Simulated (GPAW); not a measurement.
# TiO2 (2H monolayer): one start, several treatments of the self-energy

Aim: compare treatments of exchange, screening and correlation for the gap of TiO2 (2H monolayer).

Program: GPAW 26.7.0. Level of theory: PBE and many-body steps on it, plane waves. Results are calculated unless marked as measured.

Report form: the programs' logs are mostly left out.

**1. The structure**

The cell holds 3 atoms: 1 Ti and 2 O. Its edges and angles: a = 2.879 Å, b = 2.879 Å, c = 13.800 Å, α = 90.0°, β = 90.0°, γ = 120.0°. Vacuum lies along c.

Structure file:

```xyz
3
Lattice="2.8793 0.0000 0.0000 -1.4397 2.4936 0.0000 0.0000 0.0000 13.8000" Properties=species:S:1:pos:R:3
Ti    0.0000    1.6624    6.9000
O     1.4397    0.8312    8.0291
O     1.4397    0.8312    5.7709
```

The structure was relaxed with PBE. The runs that relaxed it are not among those shown.

**2. Empty states on the mesh, 12×12×1 mesh, 170 bands**

This step: GPAW 26.7.0; DFT, PBE, plane waves, PAW.

The sums over transitions need many empty states on a uniform mesh; this step solves for them.

run.py reads:

```python
import json
import numpy as np
from gpaw.mpi import world
from gpaw import GPAW

calc = GPAW('gs.gpw').fixed_density(kpts={'size': (12, 12, 1), 'gamma': True},
    nbands=198,
    convergence={'bands': 170},
    txt='nscf.txt')
calc.write('full.gpw', mode='all')
res = {}
kpts = calc.get_ibz_k_points()
res['kpts'] = kpts
res['eigenvalues'] = [calc.get_eigenvalues(kpt=k) for k in range(len(kpts))]
res['n_electrons'] = calc.get_number_of_electrons()

if world.rank == 0:
    with open('result.json', 'w') as f:
        json.dump(res, f, default=lambda x: x.tolist())
```

Launch:

```bash
$ mpirun -n 4 gpaw python run.py
```

Run time: 94 s. Hardware: 4 MPI ranks of Arm Neoverse V2, shared host; peak memory 1.1 GiB; 6.2 min of CPU time.

This step gave:

| Item | Value |
| --- | --- |
| gap | 1.237 eV |
| k of the valence top | 0.25, -0.0833, 0 |
| k of the conduction bottom | 0.5, 0.25, 0 |
| least direct gap | 1.416 eV |
| k points computed | 19 |
| lowest point of the top converged band, above the valence top | 78.0292 eV |

On this mesh the gap is 1.237 eV.

**3. One-shot HSE06**

This step: one-shot HSE06 levels on PBE orbitals, plane waves, PAW.

run.py reads:

```python
import json
import numpy as np
from gpaw.mpi import world
from gpaw.hybrids.eigenvalues import non_self_consistent_eigenvalues

dft, vxc, vxc_hyb = non_self_consistent_eigenvalues('full.gpw', 'HSE06', 10, 14, kpt_indices=[0, 4, 10, 15])
res = {'dft': dft[0], 'hybrid': (dft - vxc + vxc_hyb)[0]}
if world.rank == 0:
    with open('hybrid.txt', 'w') as f:
        for k, e0, e1 in zip([0, 4, 10, 15], res['dft'], res['hybrid']):
            print(k, ' '.join(f'{x:9.4f}' for x in e0), '|', ' '.join(f'{x:9.4f}' for x in e1), file=f)

if world.rank == 0:
    with open('result.json', 'w') as f:
        json.dump(res, f, default=lambda x: x.tolist())
```

Launch:

```bash
$ mpirun -n 4 gpaw python run.py
```

The job ended after 6.8 s (4 MPI ranks; peak memory 1.6 GiB).

Numbers from this step:

```yaml
starting_gap_on_the_mesh: 1.237 eV
hybrid_gap_on_the_mesh: 3.483 eV
least_direct_hybrid_gap_on_the_computed_points: 3.636 eV
```

**4. GLLB-SC, self-consistent**

This step: DFT, GLLB-SC with its derivative discontinuity, plane waves, PAW.

run.py reads:

```python
import json
import numpy as np
from gpaw.mpi import world
from ase import Atoms
from gpaw import GPAW, PW, FermiDirac

atoms = Atoms(['Ti', 'O', 'O'],
    cell=[[2.8793073575, 0.0000000000, 0.0000000000],
      [-1.4396536788, 2.4935533169, 0.0000000000],
      [0.0000000000, 0.0000000000, 13.8000000000]],
    scaled_positions=[[0.3333333333, 0.6666666667, 0.5000000000],
      [0.6666666667, 0.3333333333, 0.5818219595],
      [0.6666666667, 0.3333333333, 0.4181780405]],
    pbc=(True, True, False))
calc = GPAW(mode=PW(600),
    xc='GLLBSC',
    kpts={'size': (12, 12, 1), 'gamma': True},
    occupations=FermiDirac(0.001),
    nbands=-7,
    convergence={'bands': -3},
    maxiter=120,
    txt='gllbsc.txt')
atoms.calc = calc
atoms.get_potential_energy()
homo, lumo = calc.get_homo_lumo()
response = calc.hamiltonian.xc.response
dxc_pot = response.calculate_discontinuity_potential(homo, lumo)
ks_gap, dxc = response.calculate_discontinuity(dxc_pot)
res = {'ks_gap': ks_gap, 'dxc': dxc}

if world.rank == 0:
    with open('result.json', 'w') as f:
        json.dump(res, f, default=lambda x: x.tolist())
```

Launch:

```bash
$ mpirun -n 4 gpaw python run.py
```

It took 15 s on 4 MPI ranks; peak memory 0.83 GiB; 61 s of CPU time.

Numbers from this step:

| Property | Result |
| --- | --- |
| starting gap on the mesh | 2.218 eV |
| derivative discontinuity | 0.6447 eV |
| quasiparticle gap on the mesh | 2.862 eV |

**5. G0W0, extrapolated in the cutoff**

G0W0 replaces the xc potential by the self-energy, built once from these orbitals. Only a window of levels is corrected, while the sums run over the empty bands that the input names.

This step: G0W0 on PBE, plane waves, PAW.

run.py reads:

```python
import json
import numpy as np
from gpaw.mpi import world
from gpaw.response.g0w0 import G0W0

gw = G0W0('full.gpw',
    filename='gw',
    kpts=[0, 4, 10, 15],
    bands=(10, 14),
    ecut=80.0,
    truncation='2D',
    integrate_gamma='sphere',
    q0_correction=True,
    frequencies={'type': 'nonlinear', 'domega0': 0.15, 'omega2': 15.0},
    eta=0.1,
    nblocksmax=True,
    ecut_extrapolation=True)
gw.calculate()
res = {mode: {k: v for k, v in r.items() if k != 'sigma_eskwn'}
       for mode, r in gw.all_results.items()}

if world.rank == 0:
    with open('result.json', 'w') as f:
        json.dump(res, f, default=lambda x: x.tolist())
```

Launch:

```bash
$ mpirun -n 4 gpaw python run.py
```

Wall time 12 min (4 MPI ranks); peak memory 2.4 GiB; 46 min of CPU time.

This step gave:

| Item | Value |
| --- | --- |
| quasiparticle gap on the mesh | 3.593 eV |
| least direct quasiparticle gap on the computed points | 3.700 eV |
| Z at the valence top | 0.7007 |
| Z at the conduction bottom | 0.7424 |
| starting gap on the mesh | 1.237 eV |
| k of the valence top | 0.25, -0.0833, 0 |
| k of the conduction bottom | 0.5, 0.25, 0 |
| gaps at the cutoffs of the extrapolation | 3.679, 3.668, 3.662 eV |

The gap on the mesh goes from 1.24 eV to 3.59 eV, a correction of +2.36 eV.

**6. One-shot Hartree-Fock**

This step: one-shot Hartree-Fock levels on PBE orbitals, plane waves, PAW.

run.py reads:

```python
import json
import numpy as np
from gpaw.mpi import world
from gpaw.hybrids.eigenvalues import non_self_consistent_eigenvalues

dft, vxc, vxc_hyb = non_self_consistent_eigenvalues('full.gpw', 'EXX', 10, 14, kpt_indices=[0, 4, 10, 15])
res = {'dft': dft[0], 'hybrid': (dft - vxc + vxc_hyb)[0]}
if world.rank == 0:
    with open('hybrid.txt', 'w') as f:
        for k, e0, e1 in zip([0, 4, 10, 15], res['dft'], res['hybrid']):
            print(k, ' '.join(f'{x:9.4f}' for x in e0), '|', ' '.join(f'{x:9.4f}' for x in e1), file=f)

if world.rank == 0:
    with open('result.json', 'w') as f:
        json.dump(res, f, default=lambda x: x.tolist())
```

Launch:

```bash
$ mpirun -n 4 gpaw python run.py
```

Run time: 8.4 s. Hardware: 4 MPI ranks; peak memory 1.9 GiB.

Numbers from this step:

| Quantity | Value |
| --- | --- |
| starting gap on the mesh | 1.237 eV |
| hybrid gap on the mesh | 13.57 eV |
| least direct hybrid gap on the computed points | 13.65 eV |

**7. The runs together**

Times are wall times on 4 MPI ranks of Arm Neoverse V2, shared host, good to a factor of about two.

```csv
run,mesh,bands,screening cutoff (eV),DFT gap (eV),gap on the mesh (eV),direct (eV),time
one-shot HSE06,12×12×1,-,-,1.237,3.483,3.636,6.8 s
"GLLB-SC, self-consistent",12×12×1,-,-,2.218,2.862,-,15 s
"G0W0, extrapolated in the cutoff",12×12×1,-,80,1.237,3.593,3.700,12 min
one-shot Hartree-Fock,12×12×1,-,-,1.237,13.565,13.648,8.4 s
```

**8. What came out**

```
one-shot HSE06                   : 3.483 eV
GLLB-SC, self-consistent         : 2.862 eV
G0W0, extrapolated in the cutoff : 3.593 eV
one-shot Hartree-Fock            : 13.565 eV
known limits                     : not at the basis limit
```

In words: GLLB-SC, self-consistent: −0.621 eV against one-shot HSE06, +0.980 eV of it in the start. G0W0, extrapolated in the cutoff: +0.110 eV against one-shot HSE06, at other bands or cutoff, so not like for like. One-shot Hartree-Fock: +10.082 eV against one-shot HSE06. One-shot hybrid levels are evaluated on the PBE orbitals. GLLB-SC has a self-consistent start of its own and adds its derivative discontinuity. Bands and cutoff are finite, so the gap is not at the basis limit. The miss can reach some tenths of an eV and take either sign; the mesh is an error of its own. These stock PAW sets were not made for GW.

[Paths, hosts, dates, memory and timing lines, banners, echoed tables and standing remarks are left out of the program output.]

[Logs are printed without paths, hosts, clocks, repeated set-up lines and the standing remarks that a program may print on its own settings, such as how far it seeks lower states.]

[Runs of the session that timed out or met a known fault of the program may be left out.]

[Hosts, paths, dates, database ids (printed as entryN), source tags and the programs' standing remarks are cut or masked in the printed files.]
